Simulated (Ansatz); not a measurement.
This guess for P is about to be relaxed.

```
CELL_PARAMETERS angstrom
3.52309 0.00000 0.00000
0.00000 4.90207 0.00000
0.00000 0.00000 5.11421
ATOMIC_POSITIONS crystal
P 0.76237 0.77456 0.15395
P 0.23763 0.27456 0.34605
P 0.26237 0.72544 0.84605
P 0.73763 0.22544 0.65395
P 0.98068 0.40107 0.99633
P 0.01932 0.90107 0.50367
P 0.48068 0.09893 0.00367
P 0.51932 0.59893 0.49633
```

Computed with DFT PBE, scalar-relativistic, plane waves, PAW (Ansatz 0.2.0). Cutoff 420 eV, Gaussian smearing, Γ-centred meshes. Cell and atoms relax first on a coarse mesh and then on a finer one. In between, the cell is made exact in the group found at 0.06 Å. In metals the finer mesh still leaves noise of several meV/atom or more. The steps can't lower the symmetry of their start. No spin polarisation.

A guess keeps its type if space group and coordination stay and the shape of the cell changes little (axis ratios within about 15 %, angles within 6°); the volume may change.

Question: Does this structure survive the relaxation?

Answer: It doesn't keep its type. The symmetry goes from P2_12_12_1 (No. 19) to I4/mmm (No. 139), and the primitive cell from 8 to 2 atoms. The volume per atom grows by 37.2 %, from 11.0 to 15.1 Å³. The shortest distance goes from 2.03 Å (P–P) to 2.27 Å (P–P). Counting neighbours within 15 % of an atom's shortest distance, the start has P 4/6 and the end P 5. In detail, at the end P is surrounded by 1 P at 2.27 Å, 4 P at 2.48 Å and 1 P at 2.69 Å.

```
CELL_PARAMETERS angstrom
-1.74718 1.74718 2.48118
1.74718 -1.74718 2.48118
1.74718 1.74718 -2.48118
ATOMIC_POSITIONS crystal
P 0.77132 0.77132 0.00000
P 0.22868 0.22868 0.00000
```

Energies count from the standard state of P at the same level. The references include black phosphorus.

Question: At what energy does it end?

Answer: +0.08 eV/atom. So it is a metastable form at best.

The last run used a 14×14×10 mesh (in the run's order of axes) for its 4-atom cell and Gaussian smearing of 0.10 eV. The reference form of P is held partly by dispersion forces, which this level lacks. Symmetry constrained the relaxation, so the result can be a saddle point.

In counts of neighbours, a slash parts the counts of unlike sites.
